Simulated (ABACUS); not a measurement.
Set up this calculation in ABACUS 3.10.1, as the native input.

```yaml
Task: single point
Functional: PBE
Potentials_or_basis: PseudoDojo NC SR 0.4.1 PBE standard
Cutoff: 1102 eV
Density_cutoff: 4408 eV
Basis: plane waves
k_mesh: 8 × 8 × 8
Occupations: fermi-dirac, width 0.05 eV
Spin: no spin polarisation
Radial_cutoff_of_the_potentials_pseudo_rcut: 10 bohr
SCF_threshold_on_the_density: 1e-08
Max_SCF_steps: 100
Eigensolver: dav
Mixing: broyden
Mixing_share: 0.7
Symmetry_key: 1
Bands: 18
```

The system is GaSb.

```xyz
2
Lattice="0.0000 3.0590 3.0590 3.0590 0.0000 3.0590 3.0590 3.0590 0.0000" Properties=species:S:1:pos:R:3 pbc="T T T"
Sb    4.5705    4.5944    4.5615
Ga    0.0343   -0.0051    0.0218
```

The cell isn't the ideal one: atoms moved at random, drawn with an rms of 0.05 Å.

The input as run:

INPUT

```
INPUT_PARAMETERS
suffix              GaSb
calculation         scf
basis_type          pw
pseudo_dir          ./
symmetry            1
dft_functional      pbe
ecutwfc             81
pseudo_rcut         10
nspin               1
nbands              18
ks_solver           dav
smearing_method     fd
smearing_sigma      0.00367493
scf_thr             1e-08
scf_nmax            100
mixing_type         broyden
mixing_beta         0.7
cal_force           1
cal_stress          1
kpar                4
```

STRU

```
ATOMIC_SPECIES
Sb 121.7600 Sb.upf
Ga 69.7230 Ga.upf

LATTICE_CONSTANT
1.8897261246

LATTICE_VECTORS
0.0000000000 3.0590000000 3.0590000000
3.0590000000 0.0000000000 3.0590000000
3.0590000000 3.0590000000 0.0000000000

ATOMIC_POSITIONS
Direct

Sb
0.0
1
0.7494990000 0.7416860000 0.7524200000 1 1 1

Ga
0.0
1
-0.0028690000 0.0099860000 0.0012180000 1 1 1
```

KPT

```
K_POINTS
0
Gamma
8 8 8 0 0 0
```

Potentials or basis: PseudoDojo NC SR 0.4.1 PBE standard, plane waves.

The run is started by

```bash
$ OMP_NUM_THREADS=1 mpirun -np 4 abacus > log
```

Results of the run:

- Pressure: 2.5 GPa
- Largest force: 0.616 eV/Å
- Band gap on the k mesh: 0.15 eV, direct

Caveat: spin-orbit coupling is left out, which moves the levels of the heavy elements.

Run time: 2.2 min on 4 MPI ranks on Intel(R) Xeon(R) Platinum 8375C CPU @ 2.90GHz (Ice Lake), on a shared host, peak memory 0.8 GiB a rank.
